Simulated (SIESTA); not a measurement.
Crystal: PtSe2 (Sudovikovite).

```xyz
3
Lattice="3.7240 0.0000 0.0000 -1.8620 3.2251 0.0000 0.0000 0.0000 5.0620" Properties=species:S:1:pos:R:3 pbc="T T T"
Pt    0.0000    0.0000    0.0000
Se    1.8620    1.0750    3.7965
Se    0.0000    2.1501    1.2655
```

Base run:

- Program: SIESTA 5.4.2
- Functional: PBE
- Potentials or basis: PseudoDojo 0.4 standard (PBE files, fully relativistic)
- Basis: DZP (energy shift 0.003 Ry; two zetas on semicore shells)
- Grid cutoff: 800 Ry
- Energy shift: 0.003 Ry
- k mesh: 8 × 8 × 5
- Occupations: fermi-dirac, width 0.05 eV
- Spin: non-collinear spin, zero start, spin-orbit coupling
- Starting moments: [[0.0, 0.0, 0.0], [0.0, 0.0, 0.0], [0.0, 0.0, 0.0]] μB

Its results: band gap on the k mesh none (metal or under the smearing width); pressure 10.9 GPa; largest force 1.198 eV/Å.

The run is repeated on the same cell with these changes: potentials or basis from PseudoDojo 0.4 standard (PBE files, fully relativistic) to PseudoDojo 0.4 standard (PBE files); spin from non-collinear spin, zero start, spin-orbit coupling to no spin polarisation. What comes out?

Band gap on the k mesh none (metal or under the smearing width); pressure 11.8 GPa; largest force 1.193 eV/Å.

Caveats: short orbitals over semicore shells can move pressures by several GPa; the basis of atomic orbitals isn't converged, which shifts pressures, moduli and gaps; forces of over 1 eV/Å show positions far from the minimum, so gaps and moduli don't describe the material at rest; spin-orbit coupling is left out, which moves the levels of the heavy elements (some runs).
